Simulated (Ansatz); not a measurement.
Crystal: CdSe (Cadmoselite).

```xyz
4
Lattice="4.3000 0.0000 0.0000 -2.1500 3.7239 0.0000 0.0000 0.0000 7.0200" Properties=species:S:1:pos:R:3 pbc="T T T"
Cd    2.1500    1.2413    3.5100
Cd    0.0000    2.4826    0.0000
Se    2.1500    1.2413    6.2127
Se    0.0000    2.4826    2.7027
```

* Program: Ansatz 0.2.0
* Task: relaxation of cell and atoms
* Functional: BLYP
* Dispersion: D4
* Potentials or basis: Ansatz PAW
* Cutoff: 420 eV (not typed: the program's choice for these potentials)
* k mesh: 7 × 7 × 4
* Occupations: fermi-dirac, width 0.05 eV
* Spin: no spin polarisation

At the start: volume 28.10 Å³/atom.

Where does the relaxation end?

It ends after 5 steps and the volume is 29.08 Å³/atom (+3.5 %); space group P6_3mc (No. 186, to 0.05 Å).

The path:
```
step  energy change (eV)  largest force (eV/Å)  volume (Å³)
   1              0.0000                0.3062       112.41
   2             -0.0397                0.0043       117.43
   3             -0.0421                0.0047       116.52
   4             -0.0422                0.0002       116.32
   5             -0.0430                0.0002       116.32
```

Final structure:
```cif
data_structure
_symmetry_space_group_name_H-M 'P 1'
_symmetry_Int_Tables_number 1
_cell_length_a 4.3434
_cell_length_b 4.3434
_cell_length_c 7.1195
_cell_angle_alpha 90.000
_cell_angle_beta 90.000
_cell_angle_gamma 120.000
_cell_volume 116.32
loop_
_atom_site_label
_atom_site_type_symbol
_atom_site_fract_x
_atom_site_fract_y
_atom_site_fract_z
_atom_site_occupancy
Cd1 Cd 0.66667 0.33333 0.50528 1
Cd2 Cd 0.33333 0.66667 0.00528 1
Se1 Se 0.66667 0.33333 0.87972 1
Se2 Se 0.33333 0.66667 0.37972 1
```

Caveat: the plane-wave basis is chosen anew once the cell has moved, so the energies of steps on either side of that aren't comparable; the PAW data sets come from PBE, with cores solved anew for the run's functional, which leaves a small shift of forces and pressure.
